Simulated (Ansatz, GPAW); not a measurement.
## CdSe: programs and potentials compared

```
CELL_PARAMETERS angstrom
0.00000 3.07027 3.07027
3.07027 0.00000 3.07027
3.07027 3.07027 0.00000
ATOMIC_POSITIONS crystal
Cd 0.00000 0.00000 0.00000
Se 0.25000 0.25000 0.25000
```

The cell is a database's computed one, not the measured one.

Alike in all runs: task band structure; functional PBE; k mesh 6 × 6 × 6; occupations fermi-dirac, width 0.05 eV; no spin polarisation; no spin-orbit coupling. Pressure is positive in compression and, in plane waves, holds the error of the finite cutoff. Gaps are the smaller of the mesh's and the band path's.

```json
{"program and potentials": "Ansatz, all-electron LAPW, scalar-relativistic", "plane-wave cutoff (eV)": "-", "notes": "-", "band gap (eV)": "0.55", "pressure (GPa)": "1.31"}
{"program and potentials": "GPAW, SG15 ONCV 1.2", "plane-wave cutoff (eV)": "1100", "notes": "13 valence electrons an atom on average", "band gap (eV)": "0.54", "pressure (GPa)": "1.48"}
{"program and potentials": "GPAW, PAW data sets generated for this functional", "plane-wave cutoff (eV)": "600", "notes": "9 valence electrons an atom on average", "band gap (eV)": "0.54", "pressure (GPa)": "1.09"}
```

The band gap spans 0.54 (GPAW, SG15 ONCV 1.2) to 0.55 eV (Ansatz, all-electron LAPW, scalar-relativistic), with all-electron results at 0.55. The pressure spans 1.09 (GPAW, PAW data sets generated for this functional) to 1.48 GPa (GPAW, SG15 ONCV 1.2), with all-electron results at 1.31. Spin-orbit coupling, left out here, moves the band edges of heavy atoms.

Differences between rows come from potentials, basis sets and numerical settings, since the functional is the same but for its coding. Runs on potential files found faulty are left out.
